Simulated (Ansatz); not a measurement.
# Quasiparticle gap of AlP (F-43m)

How far does one-shot GW move the PBE gap of AlP (F-43m)?

Main program and level: Ansatz 0.2.0; PBE, then G0W0 on it, plane waves, PAW.

### Step 1. The starting structure

It takes space group F-43m (No. 216, cubic). The conventional cell has a = 5.473 Å, b = 5.473 Å, c = 5.473 Å, α = 90.00°, β = 90.00°, γ = 90.00°. Al has 4 P at 2.37 Å nearest. Nearest to P lie 4 Al at 2.37 Å. Farther neighbours are not listed.

The cell and positions are those that the Materials Project relaxed with its own functionals (PBE, PBE+U or r2SCAN), kept fixed.

### Step 2. The PBE band structure

Levels along a band path and on the mesh show where this functional puts the band edges.

This step: DFT, PBE, plane waves, PAW; PAW set soft_1.

Contents of input.yaml:

```yaml
crystal:
  lattice:
    - [0.0, 2.736483713, 2.736483713]
    - [2.736483713, 0.0, 2.736483713]
    - [2.736483713, 2.736483713, 0.0]
  atoms:
    - { symbol: Al, position: [0.0, 0.0, 0.0] }
    - { symbol: P, position: [0.75, 0.75, 0.75] }
kpoints:
  mp_grid: { grid: [8, 8, 8] }
  band_path:
    path:
      - [[0.0, 0.0, 0.0], [-0.5, -0.5, 0.0], [-0.375, -0.375, 0.25]]
      - [[-0.375, 0.0, 0.375], [0.0, 0.0, 0.0], [0.0, 0.0, 0.5], [-0.5, -0.25, 0.25], [-0.5, -0.5, 0.0]]
    npoints: 10
hamiltonian:
  xc: pbe
  pseudopotentials: { kind: paw, azcp: { folder: soft_1 } }
scf:
  occupations: { method: fermi_dirac, width: 0.02 }
  n_extra_bands: 4
output:
  eigenvalues: true
  write_density: true
  write_potential: true
  elf: true
  volumetric_format: npy
```

Started as:

```bash
$ ansatz run input.yaml --threads 3 --pin off --max-ram 92160MiB --backend cuda --events-out ev --progress --plain --runs-dir out --devices 1 --max-vram 13GiB
```

Numbers of over 12 decimals in the logs are rounded to 6 here.

What it wrote:

```text
scf.n_extra_bands = 4 over 4 filled bands (N_el = 8.0): the run solves 8 bands
GPUs: using 1 of 1 available (devices: 1).
Engine: ansatz 0.2.0, x86_64-unknown-linux-gnu
Pseudopotentials: kind: paw
Pseudopotential: Al, paw, valence charge 3, recommended cutoff 420 eV (normal), soft_1/Al.paw.azcp
Pseudopotential: P, paw, valence charge 5, recommended cutoff 420 eV (normal), soft_1/P.paw.azcp
Functional definition: PBE
  parameter kappa = 0.804
  parameter beta = 0.066725
  exchange = pbe_x(kappa = kappa, mu = beta*pi^2/3)
  correlation = pbe_c(beta = beta)
device memory: the entry about to start is reckoned to put 0.6 GiB on a device that reports 58.6 GiB free (of which the cap on the GPU budget leaves the run 13.0 GiB)
GPU FFT provider: cuFFT
GPU libraries: cuBLAS 13.8.2, cuFFT 12.4.0, cuSOLVER 12.3.4
Crystal: 2 atoms, lattice volume = 40.983 Å³
Basis set: ecut = 420 eV, 821 PW (Γ)
Bands: 8, of which v1, the nominal top of the filled ones, is band 4 counted from 1 (3 counted from 0)
Symmetry: 24 space group operations
Space group: F-43m (ITA 216), of the structure as read, at distance tolerance 3.4e-5 Å
k-points: 29 of 512 (time reversal used)
Non-local potential: Al, projectors of the file, l = 0: 2, l = 1: 2, l = 2: 1
Non-local potential: P, projectors of the file, l = 0: 2, l = 1: 2, l = 2: 1
PAW form: soft (Blöchl's): semilocal exchange-correlation on the pseudo side does not see the compensation charge
PAW one-centre angular grid: Al, 110 points (default); XC on 64 Gauss nodes
PAW one-centre angular grid: P, 110 points (default); XC on 64 Gauss nodes
Initial density: superposition of atomic densities (chi_scale 0.1, normalization cell, long waves kept (reshape's long-wave potential 0.00 eV rms))
Initial wavefunctions: pseudopotential atomic-orbital guess
GPU buffer pool allocated for 19683 grid points (all kernels)
GPU transforms: local potential and band sums: pruned to the plane-wave sphere, on 25×25×25
Functional: x = pbe(κ = 0.804, μ = 0.219515), c = pbe(β = 0.066725)
SCF iter   1: F=—  HF=-1294.714732 eV  |F-HF|=—  |Δ(HF+E_count)|=         —  Δρ=4.44e-2  dr2=1.05e0  ethr=3.10e-3  ⟨swp⟩=6.5  Hψ=2306  notcnv=0
preconditioner: auto → none  [insulator: Δε(μ)=2.162 eV  Ē_g=10.186 eV  σ=0.020 eV  W_gap=1.00  n_scr=8 (ndim 8)  ℏωp=16.4 eV  f_vac=0.000  D(μ)=0.00/eV (n_scr^D=0)  ε∞_Penn≈3.6]
SCF iter   2: F=—  HF=-1294.456700 eV  |F-HF|=—  |Δ(HF+E_count)|=   2.58e-1  Δρ=1.88e-2  dr2=1.02e-1  ethr=3.10e-3  ⟨swp⟩=3.3  Hψ=749  notcnv=0
SCF iter   3: F=—  HF=-1294.442349 eV  |F-HF|=—  |Δ(HF+E_count)|=   1.44e-2  Δρ=6.31e-3  dr2=1.30e-2  ethr=1.27e-3  ⟨swp⟩=1.9  Hψ=317  notcnv=0
SCF iter   4: F=—  HF=-1294.441077 eV  |F-HF|=—  |Δ(HF+E_count)|=   1.27e-3  Δρ=4.62e-4  dr2=7.38e-5  ethr=1.63e-4  ⟨swp⟩=2.8  Hψ=404  notcnv=0
SCF iter   5: F=—  HF=-1294.441093 eV  |F-HF|=—  |Δ(HF+E_count)|=   1.65e-5  Δρ=7.96e-5  dr2=1.43e-6  ethr=9.23e-7  ⟨swp⟩=2.4  Hψ=347  notcnv=0
SCF iter   6: F=-1294.441095 eV  HF=-1294.441095 eV  |F-HF|=1.30e-8  |Δ(HF+E_count)|=   1.30e-6  Δρ=7.39e-6  dr2=3.87e-8  ethr=1.25e-9  ⟨swp⟩=5.2  Hψ=1268  notcnv=0
SCF 1 converged in 6 iterations: F = -1294.441095 eV  dr2 = 3.87e-8
  greatest PAW one-centre occupation: 0.773 electrons in one spin orbital (limit 2), on the P atom at site 1 (counted from 0), in its partial waves of l = 0
device memory: the entry about to start is reckoned to put 0.6 GiB on a device that reports 58.0 GiB free (of which the cap on the GPU budget leaves the run 13.0 GiB)
NSCF: frozen V_eff on 62 k-points, pencils in batches of 32, up to order 40
SCF converged after 6 iterations
Free energy (F): -1294.441095 eV
Harris-Foulkes:  -1294.441095 eV  (|F-HF|=1.30e-8)
Internal energy: -1294.441095 eV  (E = F + TS)
E sigma→0 (E₀):  -1294.441095 eV
Fermi energy:    5.762080 eV
--- Per-component energies (eV) ---
  E_band       = 4.337838
  E_kinetic    = 92.003752
  E_local      = -78.912382  (includes V_loc(G=0)·N_el)
  E_nonlocal   = 42.574209
  E_hartree    = 25.214403
  E_xc         = -110.870599
  E_vxc        = -90.489654  (∫ρ·V_xc dr)
  E_paw        = -1027.730537  (= ΣΔE_a)
  E_vpaw       = -11.265131  (= ΣTr[D̂ρ^β])
  E_aug_tail   = -0.000002  (compensation charges beyond the density's cutoff)
  E_ewald      = -236.719938
  E_smearing   = -0.000000  (= −TS)
  E_closure    = -0.000000  (closes the sum)
  Σ components = -1294.441095   (vs F -1294.441095, Δ=0.00e0)
--- Band table (eV; the first three rows and the last of 29) ---
  k-point 0: bands = ["-6.4928", "4.9644", "4.9644", "4.9644", "8.2120", "9.5180", "9.5180", "9.5180"]
  k-point 1: bands = ["-6.3220", "3.7457", "4.8178", "4.8178", "8.6400", "9.7983", "9.7983", "10.0285"]
  k-point 2: bands = ["-5.8417", "1.8077", "4.5262", "4.5262", "8.2677", "10.1024", "10.1024", "11.8548"]
  k-point 28: bands = ["-4.1302", "0.0697", "1.8245", "2.1810", "9.2828", "10.8700", "11.0963", "11.3199"]
```

It took 7.3 s on 1 × NVIDIA H100 80GB HBM3 (shared by 6 runs) with 3 threads of AMD EPYC 7R13 (Zen 3), shared host; peak memory 0.86 GiB; 3.8 s of CPU time.

This step gave:

```
filled bands         : 4
gap                  : 1.595 eV
valence top at       : Γ
conduction bottom at : X
least direct gap     : 3.248 eV
```

Over mesh and path the gap is 1.595 eV, from k = Γ to k = (-0.500, -0.500, 0.000). The least direct gap found is 3.248 eV, at k = Γ.

The electronic bands at the labelled points (eV, zero at the top of the highest nominally filled band; v1 is the highest filled band, c1 the lowest empty one):

```tsv
point	v4	v3	v2	v1	c1	c2	c3	c4
Γ	-11.46	0.00	0.00	0.00	3.25	4.55	4.55	4.55
halfway	-10.58	-2.88	-1.28	-1.28	2.87	4.08	7.05	7.05
X	-9.14	-5.28	-2.08	-2.08	1.60	2.47	11.00	11.00
halfway	-9.13	-5.19	-2.65	-1.99	1.97	3.20	9.91	10.25
U	-9.17	-5.00	-3.39	-1.72	2.44	5.10	8.43	8.69
jump to K	-9.17	-5.00	-3.39	-1.72	2.44	5.10	8.43	8.69
halfway	-10.50	-3.42	-1.92	-0.41	4.27	5.24	5.49	6.17
Γ	-11.46	0.00	0.00	0.00	3.25	4.55	4.55	4.55
halfway	-10.81	-3.16	-0.44	-0.44	3.30	5.14	5.14	6.89
L	-9.80	-5.49	-0.76	-0.76	2.79	4.81	4.81	8.25
halfway	-9.49	-5.14	-2.57	-1.47	3.94	4.52	6.86	7.67
W	-9.09	-4.89	-3.14	-2.78	4.32	5.91	6.13	6.36
halfway	-9.12	-5.12	-2.62	-2.48	2.66	3.58	8.61	8.97
X	-9.14	-5.28	-2.08	-2.08	1.60	2.47	11.00	11.00
```

The electronic bands as a text plot (rows in eV, shown from -8.0 to 4.6 only):

```
    4.3 |+++   +                ++++++++            +++ +++++
    3.8 |   +   +       +    +++    +    ++         ++++     +
    3.2 |++  ++  +     +    +        ++++  ++++    +        +++
    2.7 |      ++ +++++    +                   ++++            ++
    2.2 |        +     ++++                                   +
    1.7 |         +++++                                        ++
    1.2 |
    0.6 |
    0.1 |**                       ********
   -0.4 | ***                  ***  **  * *****
   -0.9 |  * **              **   ***    *     ******
   -1.5 |   *  **         ***    *        *        ****
   -2.0 |    **  *********      * **                 * **      **
   -2.5 |              *       * *         *          *  *  ***
   -3.0 |      *        **   **             *          *******
   -3.6 |       *         ***   *
   -4.1 |        *             *             *
   -4.6 |         **        ***               *
   -5.1 |           ********                   **   *************
   -5.6 |                                        ***
   -6.2 |
   -6.7 |
   -7.2 |
   -7.7 |
         Γ           X  U|K            Γ         L        W     X
```

Electrostatic potential energy in the ac plane of a cell with a along [110], b along [-110] and c along [001] of the cube at fractional y = 0.000, with atoms of Al and P within 0.2 Å of it. With pseudopotentials it is smooth inside the atoms' cores, unlike the true potential.

Ten even steps from '0' (-42 eV) to '9' (10 eV), each cell a mean:
```
9768999976897689999768
6679999986666799999866
7889999998778899999987
9999999999999999999999
9999999999999999999999
9999999999999999999999
9999999999999999999999
9999999999999999999999
9999877899999998778999
9997312589999973125899
9985000279999850002799
8885000278888850002788
6787312587667873125876
7678767876776787678767
9868999876998689998769
```
Columns run along a (7.7 Å; values clipped at the 3rd and 97th percentile), rows up along c (5.5 Å), edges of the conventional cell, whose origin can differ from the input's. Atoms in or near the plane, at fractional coordinates: Al at (0.50, 0.00), Al at (0.00, 0.00), P at (0.75, 0.25), P at (0.25, 0.25).

Valence density in the ac plane of a cell with a along [110], b along [-110] and c along [001] of the cube at fractional y = 0.000, with atoms of Al and P within 0.2 Å of it. It is the smooth field of the valence electrons, not physical close to the nuclei.

Ten even steps from '0' (0.02 e/Å³) to '9' (0.75 e/Å³), each cell a mean:
```
0111111111001111111110
1110000011111100000111
2110000001121100000011
1100000000111000000001
0000000000000000000000
0000000000000000000000
0000010000000000100000
0001222100000012221000
0012566410000125664100
0025788631000257886310
1147624852111476248521
1259724973212597249732
2358989974223589899742
1246777653112467776531
0123333332001233333320
```
Columns run along a (7.7 Å), rows up along c (5.5 Å), edges of the conventional cell, whose origin can differ from the input's. Atoms in or near the plane, at fractional coordinates: Al at (0.50, 0.00), Al at (0.00, 0.00), P at (0.75, 0.25), P at (0.25, 0.25).

[end of part 1 of 2]

[Paths, hosts, dates, memory and timing lines, banners, echoed tables and standing remarks are left out of the program output.]

[Logs are printed without paths, hosts, clocks, repeated set-up lines and the standing remarks that a program may print on its own settings, such as how far it seeks lower states.]

[Runs of the session that timed out or met a known fault of the program may be left out.]

[Cells called generated may have been cut or substituted from an entry of the Crystallography Open Database or the Materials Project.]

[Hosts, paths, dates, database ids (printed as entryN), source tags and the programs' standing remarks are cut or masked in the printed files.]

[Where an RPA ε∞ is given, it is that of the G0W0 mesh and is not shown converged in it. Names of k-points follow the symmetry that the program found, which can be lower than the space group named. Band edges on a path are those of the sampled points; other points can move an edge, and change direct to indirect where valleys lie close.]

[Hybrid gaps are those of their k-mesh and are not shown converged in it.]
